**Q:** I have calculated levels of tantalum at five k points and want to know them at two more. The crystal is a close-packed-like form with twelve near neighbours per atom, not the body-centred ground state. Can I foretell anything about the two rows with question marks?

Kohn-Sham levels of tantalum in a randomly strained cell of one atom, at points of a 6x6x6 k mesh and counted from the Fermi energy. They were computed with FLEUR MaX-R8.1 (patched build s14), using all-electron FLAPW DFT with the BH functional, spin-orbit coupling, no magnetism and Fermi-Dirac smearing of 0.02 eV.

| point a (reciprocal cell vector) | point b (reciprocal cell vector) | point c (reciprocal cell vector) | level under 4 (eV) | level under 3 (eV) | level under 2 (eV) | level under 1 (eV) | level over 1 (eV) | level over 2 (eV) |
| --- | --- | --- | --- | --- | --- | --- | --- | --- |
| 0.0000 | 0.0000 | 0.0000 | -8.088 | -8.088 | -0.048 | -0.048 | 0.335 | 0.335 |
| 0.0000 | 0.3333 | 0.6667 | -1.973 | -1.973 | -0.263 | -0.263 | 2.363 | 2.363 |
| 0.0000 | 0.5000 | 0.5000 | -4.390 | -4.390 | -3.395 | -3.395 | 3.123 | 3.123 |
| 0.1667 | 0.5000 | 0.6667 | -3.350 | -3.350 | -2.376 | -2.376 | 0.417 | 0.417 |
| 0.3333 | 0.5000 | 0.3333 | -0.787 | -0.787 | -0.558 | -0.558 | 1.062 | 1.062 |
| 0.3333 | 0.5000 | 0.5000 | ? | ? | ? | ? | ? | ? |
| 0.3333 | 0.8333 | 0.1667 | ? | ? | ? | ? | ? | ? |

**A:** Start with what the columns mean. A k point labels an electron wave by how its phase changes from cell to cell, and point a, b and c give it as fractions of the three reciprocal cell vectors. "Level under 1" is the highest level below the Fermi energy at that k point, "level under 4" is the fourth one down, and "level over 1" and "level over 2" are the first two above. What do you see before using any theory?

**Q:** Every energy comes twice. I would call that spin up and spin down, but spin-orbit coupling is included, and I learned that it mixes spins and splits levels.

**A:** It does both, yet it can't split these pairs. With one atom per cell, the crystal looks the same when inverted through an atom. Inversion turns a wave with k into one with −k and leaves its spin alone. Time reversal also turns k into −k, but flips the spin. Do both, and you are back at the same k with the opposite spin and the same energy. For an electron this partner is always a different state, so levels come in twos, called Kramers pairs.

**Q:** Would I find such pairs in any metal?

**A:** No. In iron the magnetism breaks time reversal, and the pairs separate. In a nonmagnetic crystal without inversion symmetry, such as gallium arsenide, spin-orbit coupling splits them at a general k point. Here the calculation imposes zero magnetic moment, so the pairs follow from its set-up and don't test whether this form of tantalum would stay nonmagnetic.

**Q:** Then I can foretell pairs at both new points. But look at the third row: the Fermi energy sits in an empty stretch of 6.5 eV. Isn't that an insulator?

**A:** It is a separation at one k point, and a band gap would have to stay open across all of them. Count electrons instead. Tantalum has five valence electrons per atom, which fill 2.5 pairs on average over the k points. Leaving thermal smearing aside, a pair at a given k point is either full or empty. So some k points hold at most two filled pairs and others at least three, which means that a band must cross the Fermi energy in between. That makes the crystal a metal.

**Q:** Could I still draw a smooth curve down each column and read off the new energies?

**A:** That same crossing spoils it. The columns count from the Fermi energy, not from the bottom of the bands. Where a band rises through the Fermi energy, it leaves the "under" columns and enters the "over" columns, and every other band moves along by one pair. A column can therefore switch from one band to another between two rows.

**Q:** What about copying the nearest known point? The first unknown point is one mesh step from the fifth row.

**A:** Check that idea on points you know. The third and fourth rows are also close on the mesh, yet their first empty pair differs by 2.7 eV. Copying a neighbour thus promises no narrow error bar. I would use something more modest: the average of the known rows, with a bar that shows how badly such an average can do.

**Q:** An average over all five?

**A:** Over four; I leave out the zone centre, the first row. Its lower filled pair lies 8.04 eV beneath the upper one. Band theory explains this: the broad s-like band has its bottom there, and the d levels sit far above it. Away from the centre, s and d states mix more freely, and the new points belong to that region. The assignment to s and d rests on this argument, not on calculated orbital characters.

**Q:** Let me do the first empty pair, then. I average "level over 1" over rows two to five:

(2.363 + 3.123 + 0.417 + 1.062) / 4 = 1.74 eV

**A:** Good. For the error bar, leave out each of the four rows in turn, predict it from the other three, and take the root mean square of the misses. That gives 1.42 eV. It is a typical error for a new point, not a limit that can't be passed.

**Q:** The other pairs go the same way. As the average knows no direction in k space, my forecast is the same for both points:

- three pairs, each split by no more than 0.001 eV;
- lower filled pair at −2.62 ± 1.82 eV;
- upper filled pair at −1.65 ± 1.72 eV, cut at zero because it must lie below the Fermi energy;
- first empty pair at 1.74 ± 1.42 eV.

**A:** Now compare it with the calculation.

The withheld rows as computed:

| point a (reciprocal cell vector) | point b (reciprocal cell vector) | point c (reciprocal cell vector) | level under 4 (eV) | level under 3 (eV) | level under 2 (eV) | level under 1 (eV) | level over 1 (eV) | level over 2 (eV) |
| --- | --- | --- | --- | --- | --- | --- | --- | --- |
| 0.3333 | 0.5000 | 0.5000 | -3.800 | -3.800 | -1.270 | -1.270 | 0.005 | 0.005 |
| 0.3333 | 0.8333 | 0.1667 | -1.855 | -1.855 | -1.083 | -1.083 | 2.840 | 2.840 |

**Q:** The pairs are exact to the last printed digit. Five of the six energies lie within their bars. The exception is the first empty pair at the first new point: I said 1.74 eV, and it is at 0.005 eV.

**A:** The two results differ in kind. The pairing had to come out, because symmetry fixes it at every k point. Five of the energies came out within bars that span several eV, so those hits don't confirm any picture of the bands. The miss teaches more. A pair that close to the Fermi energy suggests that a band crosses it nearby. The electron count told us that crossings must exist, but an average can't tell where.

**Q:** Is that pair really empty?

**A:** Only in name. Its distance from the Fermi energy is a quarter of the 0.02 eV smearing width, so it is a little under half filled. The k mesh is coarse, and the Fermi energy could easily move by more than that distance. If it rose by 0.01 eV, this pair would become the upper filled one, and the pair at −1.270 eV would move into the lower filled place. Both filled entries would jump by more than 1 eV, although the bands had hardly changed.

**Q:** Would copying the neighbour have been better after all?

**A:** For the first empty pair, yes: it misses by 1.06 eV instead of 1.74 eV. For the lower filled pair it is much worse, with a miss of 3.01 eV. That large miss looks odd for two points one mesh step apart, until you allow for a switch of columns.

**Q:** You mean that I compared different bands?

**A:** Probably. Suppose that the fifth row has three filled pairs, the lowest of them below the four levels shown, and that the new point has only two. Then the pair at −0.787 eV continues to −1.270 eV, and the pair at −0.558 eV continues to 0.005 eV. Each moves by only about half an eV, which is far smoother than the comparison by columns. In this reading the third band rises to the Fermi energy between the two points. It fits the electron count, but it remains a guess until the bands are numbered from the bottom.

**Q:** So I should number the bands first and interpolate afterwards.

**A:** Yes, and take smaller steps in k where two bands come close, because there even a numbered band can bend sharply. The averages and their misses are in the output below, including the zone centre, which was not part of the fit. There the average misses the lower filled pair by 5.5 eV, so it is of no use at the bottom of a broad band.

**Q:** What would change if I replaced tantalum by tungsten, its neighbour in the periodic table?

**A:** The pairs would stay, as long as the crystal keeps its inversion symmetry and has no magnetic moment. Tungsten brings one more valence electron, so there are three filled pairs per k point on average. A whole number no longer forces a band to cross the Fermi energy. Tungsten is a metal all the same, because its bands overlap in energy: one dips below the Fermi energy in one region of k space while another rises above it elsewhere. For tantalum, paired levels and an odd number of electrons per cell settle the matter; for tungsten you have to look at the bands.

Printed output of the fit:

```
Largest sum of the three pair splittings in known rows (eV): 0
Largest sum of the three pair splittings in withheld rows (eV): 0
Average number of filled valence pairs per k point: 2.5
Zone centre, distance from lower to upper filled pair (eV): 8.04
Zone centre, separation across the Fermi energy (eV): 0.383
Zone centre, filling of the upper filled pair (fraction): 0.9168
Change of first empty pair from third to fourth known row (eV): -2.706
Change of upper filled pair from second to fourth known row (eV): -2.113
fit of level_under_4 on 4 rows (away): constant -2.625 +/- 0.79; rms 1.36, worst 0.3333 -1.84, leave-one-out rms 1.82
  rows outside the fit (model, value, miss): 0.0 -2.625, -8.088, 5.46; 0.3333 -2.625, -3.8, 1.17; 0.3333 -2.625, -1.855, -0.77
fit of level_under_1 on 4 rows (away): constant -1.648 +/- 0.75; rms 1.29, worst 0.0 1.75, leave-one-out rms 1.72
  rows outside the fit (model, value, miss): 0.0 -1.648, -0.048, -1.6; 0.3333 -1.648, -1.27, -0.378; 0.3333 -1.648, -1.083, -0.565
fit of level_over_1 on 4 rows (away): constant 1.741 +/- 0.61; rms 1.06, worst 0.0 -1.38, leave-one-out rms 1.42
  rows outside the fit (model, value, miss): 0.0 1.741, 0.335, 1.41; 0.3333 1.741, 0.005, 1.74; 0.3333 1.741, 2.84, -1.1
Neighbour forecast less computed, lower filled pair, first withheld row (eV): 3.013
Neighbour forecast less computed, upper filled pair, first withheld row (eV): 0.712
Neighbour forecast less computed, first empty pair, first withheld row (eV): 1.057
```
